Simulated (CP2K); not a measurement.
## Si in CP2K: convergence with k mesh

Crystal: Si.

```xyz
2
Lattice="3.8493 0.0000 0.0000 1.9246 3.3336 0.0000 1.9246 1.1112 3.1429" Properties=species:S:1:pos:R:3 pbc="T T T"
Si    3.8504    2.1799    1.6025
Si    5.7373    3.3488    2.3438
```

The cell isn't the ideal one: atoms moved at random, drawn with an rms of 0.15 Å.

| Item | Value |
| --- | --- |
| Program | CP2K 2026.2 |
| Task | single point |
| Functional | RPBE |
| Potentials or basis | all electrons (GAPW); pob-DZVP-rev2 basis |
| Density cutoff | 6803 eV |
| k mesh | 2 × 2 × 2 |
| Occupations | fermi-dirac, width 0.05 eV |
| Spin | no spin polarisation |

These are the settings of the first run; the series varies k mesh, with any setting tied to it.

Hardware: 1 thread of Arm Neoverse V1, on a shared host.

Question: The values tried are 2 × 2 × 2, 3 × 3 × 3, 4 × 4 × 4, 5 × 5 × 5, 6 × 6 × 6, 7 × 7 × 7, 8 × 8 × 8, 10 × 10 × 10, loosest first. From which on does the pressure stay within 0.1 GPa of the tightest run that finished?

Answer: From 6 × 6 × 6 on.

| k mesh | energy less the tightest run, at zero smearing (meV/atom) | pressure (GPa) | largest force (eV/Å) | gap on the mesh (eV) | SCF cycles | CPU time (s) | peak memory (GiB) |
| --- | --- | --- | --- | --- | --- | --- | --- |
| 2 × 2 × 2 | 1226.99 | 12.67 | 1.576 | 0.386 | 15 | 10 | 0.25 |
| 3 × 3 × 3 | 284.16 | 6.32 | 1.355 | 0.510 | 13 | 9.3 | 0.25 |
| 4 × 4 × 4 | 82.32 | 4.87 | 1.287 | 0.480 | 13 | 10 | 0.26 |
| 5 × 5 × 5 | 26.79 | 4.42 | 1.260 | 0.407 | 13 | 11 | 0.26 |
| 6 × 6 × 6 | 9.37 | 4.27 | 1.253 | 0.491 | 13 | 13 | 0.26 |
| 7 × 7 × 7 | 3.40 | 4.22 | 1.249 | 0.413 | 13 | 15 | 0.27 |
| 8 × 8 × 8 | 1.20 | 4.21 | 1.248 | 0.438 | 13 | 18 | 0.28 |
| 10 × 10 × 10 | 0.00 | 4.20 | 1.247 | 0.412 | 13 | 27 | 0.3 |

Against the tightest run, the largest force stays within 0.005 eV/Å from 7 × 7 × 7 on. Not settled before the last step: the energy (to 1 meV/atom), the gap on the mesh (to 0.01 eV). Meshes of other sizes hit other points, so gaps and Fermi surfaces needn't settle smoothly. The tightest run that finished is the yardstick and may itself not be fully converged.

Caveat, for the tightest run too: the basis of atomic orbitals isn't converged, which shifts pressures, moduli and gaps.
